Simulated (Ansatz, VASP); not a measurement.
CuAu: VASP beside Ansatz

Contents of INCAR:

```
SYSTEM = CuAu
ALGO = Fast ; EDIFF = 1E-6
ENCUT = 520 ; GGA = PE
ISIF = 2 ; ISMEAR = 0
LASPH = .TRUE. ; LCHARG = .TRUE.
LELF = .TRUE. ; LREAL = .FALSE.
LVHAR = .TRUE. ; LWAVE = .FALSE.
NBANDS = 18 ; NELM = 80
PREC = Accurate ; SIGMA = 0.15
```

Contents of KPOINTS:

```
k-points
0
G
  18 18 14
  0 0 0
```

The input POSCAR:

```
CuAu
1.0
    2.6880000000      0.0000000000      0.0000000000
    0.0000000000      2.6880000000      0.0000000000
    0.0000000000      0.0000000000      3.6700000000
Cu Au
1 1
Direct
    0.5000000000      0.5000000000      0.5000000000
    0.0000000000      0.0000000000      0.0000000000
```

Input for Ansatz:

```yaml
crystal:
  lattice:
    - [2.688, 0.0, 0.0]
    - [0.0, 2.688, 0.0]
    - [0.0, 0.0, 3.67]
  atoms:
    - { symbol: Cu, position: [0.5, 0.5, 0.5] }
    - { symbol: Au, position: [0.0, 0.0, 0.0] }
basis:
  ecutwfc: 420
kpoints:
  mp_grid: { grid: [18, 18, 14] }
hamiltonian:
  xc: pbe
scf:
  occupations: { method: gaussian, width: 0.15 }
output:
  forces: true
  stress: true
  eigenvalues: true
```

Change from the starting cell: strain -0.0400 x Voigt [1, 1, 0, 0, 0, 0], atoms carried along.

Alike in both runs: task single point; functional PBE; k mesh 18 × 18 × 14; occupations gaussian, width 0.15 eV; no spin polarisation.

|  | VASP | Ansatz |
| --- | --- | --- |
| version | VASP 6.6.1 | Ansatz 0.2.0 |
| potentials or method | VASP PAW PBE potentials, release 64 (Cu, Au) | scalar-relativistic, plane waves, PAW |
| plane-wave cutoff (eV) | 520 | 420 |
| valence electrons in the cell | 22 | 38 |

|  | VASP | Ansatz | Ansatz less VASP |
| --- | --- | --- | --- |
| gap on the k mesh at the Fermi level (eV) | none | none | - |
| pressure (GPa) | 25.3 | 25.0 | -0.30 |
| largest component of the traceless stress (GPa) | 3.17 | 3.27 | +0.100 |

A gap of «none» marks a metal or a gap that the smearing closes. The two sets of potentials don't hold the same shells in valence.

Caveats: so large a pressure means that the cell lies far from this level's equilibrium, or that cutoff or potentials fall short (VASP). Spin-orbit coupling is left out, which matters for the levels of Au.
